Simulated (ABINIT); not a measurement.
Crystal: W.

```
CELL_PARAMETERS angstrom
-1.58234 1.58234 1.58234
1.58234 -1.58234 1.58234
1.58234 1.58234 -1.58234
ATOMIC_POSITIONS crystal
W 0.00000 0.00000 0.00000
```

Base run:

```yaml
Program: ABINIT 10.8.3 (patched build)
Functional: r2SCAN
Potentials_or_basis: Ansatz NC r2SCAN
Cutoff: 1469 eV
k_mesh: 12 × 12 × 12
Occupations: fermi-dirac, width 0.05 eV
Spin: no spin polarisation
```

Its results: band gap on the k mesh none (metal or under the smearing width); pressure 1.8 GPa.

**Question.** The run is repeated on the same cell with these changes: potentials or basis from Ansatz NC r2SCAN to Ansatz PAW PBE default generated set, frozen core; cutoff from 1469 eV to 490 eV. What comes out?

**Answer.** Band gap on the k mesh none (metal or under the smearing width); pressure 1.3 GPa.

Caveats: spin-orbit coupling is left out, which moves the levels of the heavy elements; the PAW data sets were made with another functional, which shifts forces and pressure a little (some runs); the atomic spheres overlap (some runs).
